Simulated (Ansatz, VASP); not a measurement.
# Two plane-wave programs on CuAu

The input INCAR:

```
PREC = Accurate
ENCUT = 520
EDIFF = 1E-6
ISMEAR = -1
SIGMA = 0.05
LREAL = False
LASPH = True
NELM = 80
ALGO = Normal
ISIF = 2
LWAVE = False
LCHARG = False
GGA = PS
NBANDS = 18
```

The input KPOINTS:

```
regular mesh
0
Gamma
  11 11 11
```

File POSCAR:

```
CuAu
1.0
    1.4430568479      0.8331492596      4.2561707609
   -1.4430568479      0.8331492596      4.2561707609
    0.0000000000     -1.6662985192      4.2561707609
Au Cu
1 1
Direct
    0.0000000000      0.0000000000      0.0000000000
    0.5000000000      0.5000000000      0.5000000000
```

Contents of input.yaml:

```yaml
crystal:
  lattice:
    - [1.4430568479, 0.8331492596, 4.2561707609]
    - [-1.4430568479, 0.8331492596, 4.2561707609]
    - [0.0, -1.6662985192, 4.2561707609]
  atoms:
    - { symbol: Au, position: [0.0, 0.0, 0.0] }
    - { symbol: Cu, position: [0.5, 0.5, 0.5] }
hamiltonian:
  xc: pbesol
  pseudopotentials: { kind: paw }
kpoints:
  mp_grid: { grid: [11, 11, 11] }
  band_path:
    path:
      - [[0.0, 0.0, 0.0], [0.5, 0.0, 0.0], [0.5, 0.1922122767, -0.1922122767]]
      - [[0.8077877233, 0.5, 0.1922122767], [0.5, 0.5, 0.5], [0.0, 0.0, 0.0], [0.3461061384, 0.0, -0.3461061384]]
      - [[0.6538938616, 0.3461061384, 0.0], [0.5, 0.5, 0.0], [0.6538938616, 0.6538938616, 0.1922122767], [0.5, 0.5, 0.5]]
      - [[0.5, 0.0, 0.0], [0.8077877233, 0.3461061384, 0.3461061384]]
    npoints: 14
scf:
  occupations: { method: fermi_dirac, width: 0.05 }
  n_extra_bands: 6
output:
  forces: true
  stress: true
  eigenvalues: true
  fatbands: true
  write_density: true
  write_potential: true
  elf: true
  volumetric_format: npy
```

The cell comes from a database or a generator and needn't be the stable form of this composition.

Alike in both runs: functional PBEsol; k mesh 11 × 11 × 11; occupations fermi-dirac, width 0.05 eV; no spin polarisation.

|  | VASP | Ansatz |
| --- | --- | --- |
| version | VASP 6.6.1 | Ansatz 0.2.0 |
| potentials or method | VASP PAW PBE potentials, release 64 (Au, Cu) | Ansatz PAW |
| plane-wave cutoff (eV) | 520 | 420 |
| valence electrons in the cell | 22 | 38 |
| task | single point | band structure |

```tsv
	VASP	Ansatz	Ansatz less VASP
gap on the k mesh at the Fermi level (eV)	none	none	-
pressure (GPa)	-8.0	-8.1	-0.12
largest component of the traceless stress (GPa)	1.12	0.99	-0.124
```

A gap of «none» marks a metal or a gap that the smearing closes. The two sets of potentials don't hold the same shells in valence.

Caveats: the PAW data sets were made with another functional, which shifts forces and pressure a little (VASP); spin-orbit coupling is left out, which moves the levels of the heavy elements (Ansatz); the PAW data sets come from PBE, with cores solved anew for the run's functional, which leaves a small shift of forces and pressure (Ansatz). Spin-orbit coupling is left out, which matters for the levels of Au.
